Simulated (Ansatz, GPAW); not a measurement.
# Sn3Se: energy against volume and a worked fit

It takes space group Fm-3m (No. 225, cubic). The conventional cell has a = 7.466 Å, b = 7.466 Å, c = 7.466 Å, α = 90.00°, β = 90.00°, γ = 90.00°. Sn (site symmetry m-3m) has 8 Sn at 3.23 Å as nearest neighbours. Around Sn (site symmetry -43m) lie 4 Sn at 3.23 Å and 4 Se at 3.23 Å. Around Se (site symmetry m-3m) lie 8 Sn at 3.23 Å.

The cell comes from a database or a generator and needn't be the stable form of this composition.

The cell was scaled at fixed shape and fractions and run with Ansatz, Ansatz PAW, cutoff 420 eV; PBE, k mesh 6 × 6 × 6 on the cell of 4 atoms, fermi-dirac occupations of 0.05 eV, no spin polarisation, no spin-orbit coupling. Energies are those that the program minimises, any entropy of the smearing included. For a metal such a mesh isn't converged to the digits shown.

```tsv
V (Å³/atom)	energy over the lowest row (meV/atom)
24.4523	13.970
24.9726	5.475
25.4928	0.971
26.0131	0.000
26.5334	?
27.0536	7.076
27.5739	14.475
```

Q: Fit the third-order Birch-Murnaghan form, give V0, B0 and B′, and predict the energy left open.

A: With y = (V0/V)^(2/3), E = E0 + (9 V0 B0/16) [(y - 1)³ B′ + (y - 1)² (6 - 4y)]. Least squares through the rows shown give V0 = 25.9060 Å³/atom, E0 = -0.072 meV, B0 = 49.15 GPa (1 eV/Å³ = 160.218 GPa) and B′ = 4.99, with a largest miss of 0.005 meV. At V = 26.5334 the form with these constants gives 2.150 meV; the run gave 2.146 meV an atom. Other set-ups at this level, from all their volumes (Å³/atom, GPa): GPAW, GPAW PAW data sets (gpaw-data 1.2.1): V0 25.795, B0 49.56.

The fit describes a moderately soft solid, with B0 of 49.15 GPa, and recovers the withheld energy closely. That point lies inside the fitted range, so it tests the smoothness of the curve rather than extrapolation. At equal steps from the lowest row, expansion appears to cost more than compression, but only because that row lies slightly above V0. The real anharmonicity is in the positive B′: the lattice stiffens on compression as short-range repulsion grows faster than cohesion.

The softness fits the bonding. The structure gives Sn–Se and Sn–Sn contacts the same length, 3.23 Å, which is long for a Sn–Se bond, so strong directional covalency is largely lost. With so little selenium to accept charge, most Sn valence electrons probably remain in delocalised Sn–Sn bonding. The GPAW values are close, which supports the numerical consistency of the equation of state but not the accuracy of PBE itself. A minimum under uniform scaling doesn't show resistance to shear or to separation into tin and SnSe.
